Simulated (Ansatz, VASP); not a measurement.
BeSe4: VASP beside Ansatz

```
Be Se
1.0
     3.94845   -4.20029    0.00000
     3.94845    4.20029    0.00000
     0.00000    0.00000    3.51317
Be Se
1 4
Direct
  0.00000 0.00000 0.00000
  0.27967 0.27967 0.00000
  0.18155 0.81845 0.50000
  0.81845 0.18155 0.50000
  0.72033 0.72033 0.00000
```

Change from the starting cell: species swapped into the OsCl4 type (Cmmm, No. 65).

Alike in both runs: task single point; functional PBE; k mesh 4 × 4 × 6; occupations gaussian, width 0.1 eV; no spin polarisation.

|  | VASP | Ansatz |
| --- | --- | --- |
| version | VASP 6.6.1 | Ansatz 0.2.0 |
| potentials or method | VASP PAW PBE potentials, release 64 (Be, Se) | scalar-relativistic, plane waves, PAW |
| plane-wave cutoff (eV) | 520 | 420 |
| valence electrons in the cell | 26 | 66 |

```tsv
	VASP	Ansatz	Ansatz less VASP
gap on the k mesh at the Fermi level (eV)	none	none	-
pressure (GPa)	-2.1	-2.1	-0.05
largest component of the traceless stress (GPa)	1.91	1.90	-0.017
rms of the force components (eV/Å)	0.281	0.276	-0.0051
```

Atom by atom the forces differ by 0.005 eV/Å (rms over components). A gap of «none» marks a metal or a gap that the smearing closes. The two sets of potentials don't hold the same shells in valence.
